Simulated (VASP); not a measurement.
# BN (F-43m): a series in biaxial strain in the (111) plane

Wanted: the response of BN to biaxial strain in the (111) plane, as a table, with a fit that predicts a row left out.

Calculated with VASP 6.6.1; LDA; plane waves and PAW (B, N), in the first sound run; inputs show where later runs differ.

## Step 1: The structure

Symmetry: F-43m, No. 216, cubic system. The conventional cell has a = 3.616 Å, b = 3.616 Å, c = 3.616 Å, α = 90.00°, β = 90.00°, γ = 90.00°. Nearest to B lie 4 N at 1.57 Å. N has 4 B at 1.57 Å nearest. Farther neighbours and most contacts between anions are not listed.

Structure file:

```xyz
2
Lattice="0.0000 1.8080 1.8080 1.8080 0.0000 1.8080 1.8080 1.8080 0.0000" Properties=species:S:1:pos:R:3 pbc="T T T"
B     0.0000    0.0000    0.0000
N     0.9040    0.9040    0.9040
```

## Step 2: Relax the crystal, LDA

The series starts from the cell that this level prefers, so that zero strain is near zero stress.

This step took 2 runs in a row; the last is shown.

Level: LDA; plane waves and PAW (B, N).

File INCAR:

```
SYSTEM = BN
PREC = Accurate
ENCUT = 600
EDIFF = 1E-07
NELM = 120
ISMEAR = 0
SIGMA = 0.02
LREAL = .FALSE.
ALGO = Normal
GGA = CA
NBANDS = 10
LASPH = .TRUE.
LORBIT = 11
LWAVE = .FALSE.
LCHARG = .FALSE.
KPAR = 8
IBRION = 2
NSW = 40
ISIF = 3
EDIFFG = -0.005
POTIM = 0.4
```

File POSCAR:

```
BN
1.0
    0.0000000000      1.7913124886      1.7913124886
    1.7913124886      0.0000000000      1.7913124886
    1.7913124886      1.7913124886      0.0000000000
B N
1 1
Direct
    0.0000000000      0.0000000000      0.0000000000
    0.2500000000      0.2500000000      0.2500000000
```

File KPOINTS:

```
Automatic mesh
0
Gamma
14 14 14
0 0 0
```

PAW data sets: B and N (LDA family, release 64).

Started as:

```bash
> mpirun -np 8 vasp_std
```

What it wrote:

```text
[banner, memory and clock lines left out]
running    8 mpi-ranks, on    1 nodes
[...]
|                                                                             |
|           W    W    AA    RRRRR   N    N  II  N    N   GGGG   !!!           |
|           W    W   A  A   R    R  NN   N  II  NN   N  G    G  !!!           |
|           W    W  A    A  R    R  N N  N  II  N N  N  G       !!!           |
|           W WW W  AAAAAA  RRRRR   N  N N  II  N  N N  G  GGG   !            |
|           WW  WW  A    A  R   R   N   NN  II  N   NN  G    G                |
|           W    W  A    A  R    R  N    N  II  N    N   GGGG   !!!           |
|                                                                             |
|     For optimal performance we recommend to set                             |
|       NCORE = 2 up to number-of-cores-per-socket                            |
|     NCORE specifies how many cores store one orbital (NPAR=cpu/NCORE).      |
|     This setting can greatly improve the performance of VASP for DFT.       |
[...]
|     Unfortunately you need to use the default for GW and RPA                |
|     calculations (for HF NCORE is supported but not extensively tested      |
|     yet).                                                                   |
|                                                                             |

 LDA part: xc-table for (Slater(with rela. corr.)+CA(PZ))
 , standard interpolation
 POSCAR, INCAR and KPOINTS ok, starting setup
[...]
entering main loop
       N       E                     dE             d eps       ncg     rms          rms(c)
DAV:   1     0.109638735813E+02    0.10964E+02   -0.55379E+03  2114   0.887E+02
DAV:   2    -0.201365324263E+02   -0.31100E+02   -0.30342E+02  2490   0.172E+02
DAV:   3    -0.205964892827E+02   -0.45996E+00   -0.45904E+00  2446   0.185E+01
DAV:   4    -0.205971144821E+02   -0.62520E-03   -0.62518E-03  2254   0.767E-01
[...]
DAV:  10    -0.194164105011E+02    0.15730E-04   -0.44267E-05  2334   0.673E-02    0.138E-02
DAV:  11    -0.194164109778E+02   -0.47672E-06   -0.17733E-06  2318   0.968E-03    0.613E-03
DAV:  12    -0.194164109081E+02    0.69725E-07   -0.50014E-07  2238   0.445E-03
   1 F= -.19416411E+02 E0= -.19416411E+02  d E =-.194164E+02
[...]
reached required accuracy - stopping structural energy minimisation
```

Run time: 1.6 s. Hardware: 8 MPI ranks of Intel Xeon 6975P-C (Granite Rapids), shared host; peak memory 0.91 GiB.

Lines that name or quote the potential files are left out of all logs, and their timing lines are given in words.

Parts of OUTCAR (step 2):

```text
  Total        0.0020121      0.0020121      0.0020121     -0.0000000      0.0000000      0.0000000
  in kB        0.2804313      0.2804313      0.2804313     -0.0000000      0.0000000      0.0000000
  external PRESSURE =       0.2804313 kB  Pullay stress =       0.0000000 kB

 POSITION                                       TOTAL-FORCE (eV/Angst)
 -----------------------------------------------------------------------------------
      0.00000      0.00000      0.00000        -0.000000     -0.000000     -0.000000
      0.89566      0.89566      0.89566         0.000000      0.000000      0.000000
 -----------------------------------------------------------------------------------
    total drift:                               -0.000000     -0.000000     -0.000000

  FREE ENERGIE OF THE ION-ELECTRON SYSTEM (eV)
  ---------------------------------------------------
  free  energy   TOTEN  =       -19.4164109081 eV

  energy  without entropy=      -19.4164109081  energy(sigma->0) =      -19.41641091

 reached required accuracy - stopping structural energy minimisation

[... 3 further parts left out ...]
[key lines of the parts left out:]
E-fermi :   7.8891
```

Numbers from this step:

```
energy(sigma→0) of the program : -19.4164 eV
stress, compression positive   : 0.03 along [111], 0.03 across it (mean), GPa
volume                         : 11.496 Å³
ionic steps                    : 1
```

## Step 3: Strain along the normal, LDA

One member in full: the plane is strained by -1.5 %, and the strain along the normal is moved by secant steps until the normal stress is under 0.012 GPa or five steps are spent; the atoms relax at each step.

This step took 3 runs, each at a new trial strain with the atoms of the one before; the last is shown.

Level: LDA; plane waves and PAW (B, N); cell typed or built by script.

Edit INCAR of step 2 so:

```diff
@@ -15,7 +15,7 @@
 LCHARG = .FALSE.
-KPAR = 8
-IBRION = 2
-NSW = 40
-ISIF = 3
-EDIFFG = -0.005
-POTIM = 0.4
+KPAR = 2
+IBRION = 1
+NSW = 25
+ISIF = 2
+EDIFFG = -0.004
+POTIM = 0.3
```

File POSCAR:

```
BN
1.0
    0.0209473600      1.7853901610      1.7853901610
    1.7853901610      0.0209473600      1.7853901610
    1.7853901610      1.7853901610      0.0209473600
B N
1 1
Direct
    0.0002201043      0.0002201043      0.0002201043
    0.2497798957      0.2497798957      0.2497798957
```

KPOINTS is that of step 2.

Started as:

```bash
> mpirun -np 2 vasp_std
```

What it wrote:

```text
[banner, memory and clock lines left out]
running    2 mpi-ranks, on    1 nodes
[...]
LDA part: xc-table for (Slater(with rela. corr.)+CA(PZ))
 , standard interpolation
 POSCAR, INCAR and KPOINTS ok, starting setup
[...]
entering main loop
       N       E                     dE             d eps       ncg     rms          rms(c)
DAV:   1     0.118116151201E+02    0.11812E+02   -0.55783E+03  5896   0.892E+02
DAV:   2    -0.201191687113E+02   -0.31931E+02   -0.31026E+02  6908   0.172E+02
DAV:   3    -0.206333666490E+02   -0.51420E+00   -0.51313E+00  6750   0.190E+01
DAV:   4    -0.206340263295E+02   -0.65968E-03   -0.65967E-03  6222   0.801E-01
[...]
DAV:  10    -0.193968715625E+02    0.15500E-04   -0.42776E-05  6578   0.666E-02    0.140E-02
DAV:  11    -0.193968719913E+02   -0.42882E-06   -0.15874E-06  6408   0.943E-03    0.613E-03
DAV:  12    -0.193968719409E+02    0.50358E-07   -0.40651E-07  5238   0.411E-03
   1 F= -.19396872E+02 E0= -.19396872E+02  d E =-.193969E+02
 BRION: g(F)=  0.681E-07 g(S)=  0.000E+00
 reached required accuracy - stopping structural energy minimisation
```

Run time: 8 s. Hardware: 2 MPI ranks; peak memory 0.27 GiB; 15 s of CPU time.

From OUTCAR (step 3):

```text
  Total        0.8300528      0.8300528      0.8300528     -0.4148563     -0.4148563     -0.4148563
  in kB      118.9317300    118.9317300    118.9317300    -59.4414856    -59.4414856    -59.4414856
  external PRESSURE =     118.9317300 kB  Pullay stress =       0.0000000 kB

 POSITION                                       TOTAL-FORCE (eV/Angst)
 -----------------------------------------------------------------------------------
      0.00079      0.00079      0.00079         0.000626      0.000626      0.000626
      0.89714      0.89714      0.89714        -0.000626     -0.000626     -0.000626
 -----------------------------------------------------------------------------------
    total drift:                               -0.000058     -0.000058     -0.000058

  FREE ENERGIE OF THE ION-ELECTRON SYSTEM (eV)
  ---------------------------------------------------
  free  energy   TOTEN  =       -19.3968719409 eV

  energy  without entropy=      -19.3968719409  energy(sigma->0) =      -19.39687194

[... 1 part as in an earlier step ...]

[... 3 further parts left out ...]
[key lines of the parts left out:]
E-fermi :   8.2098
```

Numbers from this step:

```
energy(sigma→0) of the program : -19.3969 eV
stress, compression positive   : 0.00 along [111], 17.84 across it (mean), GPa
ionic steps                    : 1
```

## Step 4: Band edges, TB-mBJ

Short lines in KPOINTS_OPT sample the zone centre along and across the normal of the plane, for masses, and the other valleys.

Level: TB-mBJ; plane waves and PAW (B, N); cell typed or built by script.

TB-mBJ has no energy functional, so the total energy, stress and pressure in this output mean nothing.

File INCAR:

```
SYSTEM = BN
PREC = Accurate
ENCUT = 600
EDIFF = 1E-06
NELM = 150
ISMEAR = 0
SIGMA = 0.02
LREAL = .FALSE.
ALGO = Normal
METAGGA = MBJ
LASPH = .TRUE.
NBANDS = 9
LWAVE = .FALSE.
LCHARG = .FALSE.
KPAR = 2
```

POSCAR is that of step 3.

File KPOINTS:

```
Automatic mesh
0
Gamma
11 11 11
0 0 0
```

File KPOINTS_OPT:

```
Line mode
6
Line-mode
Reciprocal
  0.00000000   0.00000000   0.00000000
  0.01650186   0.01650186   0.01650186

  0.00000000   0.00000000   0.00000000
 -0.00992848   0.00992848  -0.00000000

  0.31000000   0.31000000   0.00000000
  0.50000000   0.50000000   0.00000000

  0.00000000   0.31000000   0.31000000
  0.00000000   0.50000000   0.50000000

  0.45000000   0.45000000   0.45000000
  0.50000000   0.50000000   0.50000000

  0.45000000   0.00000000   0.00000000
  0.50000000   0.00000000   0.00000000

  0.42500000   0.42500000   0.00000000
  0.42516669   0.43920768   0.01420768

  0.50000000   0.50000000   0.50000000
  0.49007152   0.50992848   0.50000000
```

Started as:

```bash
> mpirun -np 2 vasp_std
```

What it wrote:

```text
[banner, memory and clock lines left out]
running    2 mpi-ranks, on    1 nodes
[...]
|                                                                             |
|               ----> ADVICE to this user running VASP <----                  |
|                                                                             |
|     You enforced a specific xc type in the INCAR file but a different       |
|     [... a line on the potential file left out ...]
|     I HOPE YOU KNOW WHAT YOU ARE DOING!                                     |
|                                                                             |

 LDA part: xc-table for (None), standard interpolation
 POSCAR, INCAR and KPOINTS ok, starting setup
[...]
entering main loop
       N       E                     dE             d eps       ncg     rms          rms(c)
DAV:   1     0.973059935217E+01    0.97306E+01   -0.57207E+03  2740   0.100E+03
DAV:   2    -0.209530088980E+02   -0.30684E+02   -0.29665E+02  3262   0.171E+02
DAV:   3    -0.213462654837E+02   -0.39326E+00   -0.39281E+00  2965   0.185E+01
DAV:   4    -0.213467455153E+02   -0.48003E-03   -0.48000E-03  2865   0.727E-01
[...]
DAV:  35    -0.187089216803E+02   -0.11695E-05   -0.14131E-12  1323   0.121E-05    0.666E-06
DAV:  36    -0.187089189317E+02    0.27485E-05   -0.32379E-12  1322   0.152E-05    0.136E-06
DAV:  37    -0.187089190774E+02   -0.14567E-06   -0.17981E-12  1320   0.116E-05
   1 F= -.18708919E+02 E0= -.18708919E+02  d E =-.373896E-59
 Start KPOINTS_OPT (optional k-point list driver)
k-point batch [1-48\48]
       N       E                     dE             ncg
DAV:   1     0.257608169126E+04   -0.13463E+05      872
DAV:   2     0.855971602338E+03   -0.17201E+04     1097
DAV:   3     0.840495298080E+03   -0.15476E+02     1005
DAV:   4     0.840480217577E+03   -0.15081E-01      996
DAV:   5     0.840480203367E+03   -0.14210E-04      991
DAV:   6     0.840480203349E+03   -0.18159E-07      863
```

It took 16 s on 2 MPI ranks; peak memory 0.27 GiB.

OUTCAR, selected parts (step 4):

```text
  LATTYP: Found a trigonal (rhomboedric) cell.
 ALAT       =     2.5250098705
 COS(alpha) =     0.5116974323

 Subroutine GETGRP returns: Found  6 space group operations
 (whereof  6 operations were pure point group operations)

The static configuration has the point symmetry C_3v.

 Found    146 irreducible k-points:

   k-points           NKPTS =    146   k-points in BZ     NKDIM =    146   number of bands    NBANDS=      9

   dimension x,y,z NGX =    20 NGY =   20 NGZ =   20
   dimension x,y,z NGXF=    40 NGYF=   40 NGZF=   40

   ENCUT  =  600.0 eV  44.10 Ry    6.64 a.u.   5.04  5.04  5.04*2*pi/ulx,y,z

   NELECT =       8.0000    total number of electrons

 E-fermi :   8.4463

 k-point     1 :       0.0000    0.0000    0.0000
  band No.  band energies     occupation
      1     -13.0813      2.00000
      2       8.0937      2.00000
      3       8.2219      2.00000
      4       8.2219      2.00000
      5      18.3320      0.00000
      6      18.8726      0.00000
      7      18.8726      0.00000
      8      20.6304      0.00000
      9      35.6719      0.00000

 k-point     2 :       0.0909   -0.0000   -0.0000
  band No.  band energies     occupation
      1     -12.8736      2.00000
      2       7.1509      2.00000
      3       7.9029      2.00000
      4       8.0065      2.00000
      5      18.6180      0.00000
      6      19.1149      0.00000
      7      19.2209      0.00000
      8      21.3578      0.00000
      9      34.4047      0.00000

  Total       -4.4406731     -4.4406731     -4.4406731     -0.3923591     -0.3923591     -0.3923591
  in kB     -636.2690794   -636.2690794   -636.2690794    -56.2180484    -56.2180484    -56.2180484
  external PRESSURE =    -636.2690794 kB  Pullay stress =       0.0000000 kB

 POSITION                                       TOTAL-FORCE (eV/Angst)
 -----------------------------------------------------------------------------------
      0.00079      0.00079      0.00079        -0.137453     -0.137453     -0.137453
      0.89714      0.89714      0.89714         0.137453      0.137453      0.137453
 -----------------------------------------------------------------------------------
    total drift:                               -0.261284     -0.261284     -0.261284

  FREE ENERGIE OF THE ION-ELECTRON SYSTEM (eV)
  ---------------------------------------------------
  free  energy   TOTEN  =       -18.7089190774 eV

  energy  without entropy=      -18.7089190774  energy(sigma->0) =      -18.70891908

[... 1 part as in an earlier step ...]

[... 7 further parts left out ...]
```

## Step 5: Band edges, r2SCAN

Short lines in KPOINTS_OPT sample the zone centre along and across the normal of the plane, for masses, and the other valleys.

Level: r2SCAN; plane waves and PAW (B, N); cell typed or built by script.

Edit INCAR of step 4 so:

```diff
@@ -4,3 +4,3 @@
 EDIFF = 1E-06
-NELM = 150
+NELM = 100
 ISMEAR = 0
@@ -9,3 +9,3 @@
 ALGO = Normal
-METAGGA = MBJ
+METAGGA = R2SCAN
 LASPH = .TRUE.
```

POSCAR is that of step 4.

KPOINTS is that of step 4.

KPOINTS_OPT is that of step 4.

Started as:

```bash
> mpirun -np 2 vasp_std
```

What it wrote:

```text
[banner, memory and clock lines left out]
running    2 mpi-ranks, on    1 nodes
[...]
[... a notice as in an earlier step ...]

 LDA part: xc-table for (None), standard interpolation
 POSCAR, INCAR and KPOINTS ok, starting setup
[...]
entering main loop
       N       E                     dE             d eps       ncg     rms          rms(c)
DAV:   1    -0.897903571547E+01   -0.89790E+01   -0.57719E+03  2756   0.101E+03
DAV:   2    -0.401507973511E+02   -0.31172E+02   -0.30205E+02  3311   0.177E+02
DAV:   3    -0.405378247603E+02   -0.38703E+00   -0.38665E+00  3010   0.186E+01
DAV:   4    -0.405382897765E+02   -0.46502E-03   -0.46500E-03  2887   0.727E-01
[...]
DAV:  10    -0.372143984294E+02   -0.10361E-03   -0.22692E-04  2706   0.159E-01    0.329E-02
DAV:  11    -0.372143966377E+02    0.17917E-05   -0.45778E-05  2741   0.539E-02    0.724E-03
DAV:  12    -0.372143971575E+02   -0.51982E-06   -0.16321E-06  1426   0.129E-02
   1 F= -.37214397E+02 E0= -.37214397E+02  d E =-.900761E-14
 Start KPOINTS_OPT (optional k-point list driver)
k-point batch [1-48\48]
       N       E                     dE             ncg
DAV:   1     0.240514290038E+04   -0.13634E+05      888
DAV:   2     0.727787964389E+03   -0.16774E+04     1072
DAV:   3     0.711820352267E+03   -0.15968E+02      985
DAV:   4     0.711803473673E+03   -0.16879E-01      953
DAV:   5     0.711803460821E+03   -0.12852E-04      959
DAV:   6     0.711803460808E+03   -0.12704E-07      844
```

Wall time 17 s (2 MPI ranks); peak memory 0.27 GiB.

(Part 1 of 2 ends here.)

[Lines on the potential files, build, host, timing and source positions are cut from VASP's logs without a mark.]

[Logs are printed without paths, hosts, clocks, repeated set-up lines and the standing remarks that a program may print on its own settings, such as how far it seeks lower states.]

[Hosts, paths, dates, database ids (printed as entryN), source tags and the programs' standing remarks are cut or masked in the printed files.]

[In band tables of VASP the shares of atoms and orbitals are scaled to a sum of 1 inside the atoms' spheres.]
